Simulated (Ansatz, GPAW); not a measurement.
**One calculation of InPd, 3 ways**

```
In Pd
1.0
     3.27188    0.00000    0.00000
     0.00000    3.27188    0.00000
     0.00000    0.00000    3.27188
In Pd
1 1
Direct
  0.00000 0.00000 0.00000
  0.50000 0.50000 0.50000
```

The cell comes from a database or a generator and needn't be the stable form of this composition.

Alike in all runs: task band structure; functional BLYP; k mesh 8 × 8 × 8; occupations fermi-dirac, width 0.05 eV; no spin polarisation; no spin-orbit coupling. Pressure is positive in compression and, in plane waves, holds the error of the finite cutoff, which Ansatz's Pulay term estimates and takes out.

| program and potentials | plane-wave cutoff (eV) | notes | pressure (GPa) |
| --- | --- | --- | --- |
| Ansatz, Ansatz PAW | 420 | potentials made for PBE, which Ansatz adapts in part; 15.5 valence electrons an atom on average; Pulay term of +0.06 GPa included | 11.38 |
| Ansatz, all-electron LAPW, scalar-relativistic | - | - | 11.39 |
| GPAW, PAW data sets generated for this functional | 600 | 14.5 valence electrons an atom on average | 11.18 |

The pressure spans 11.18 (GPAW, PAW data sets generated for this functional) to 11.39 GPa (Ansatz, all-electron LAPW, scalar-relativistic), with all-electron results at 11.39. Some sets were made for another functional than the one run, which can shift their rows. The cell lies far from this level's equilibrium.

The functional is the same throughout but for its coding, so the spread measures potentials, basis and numerics; runs on potential files found faulty are left out.
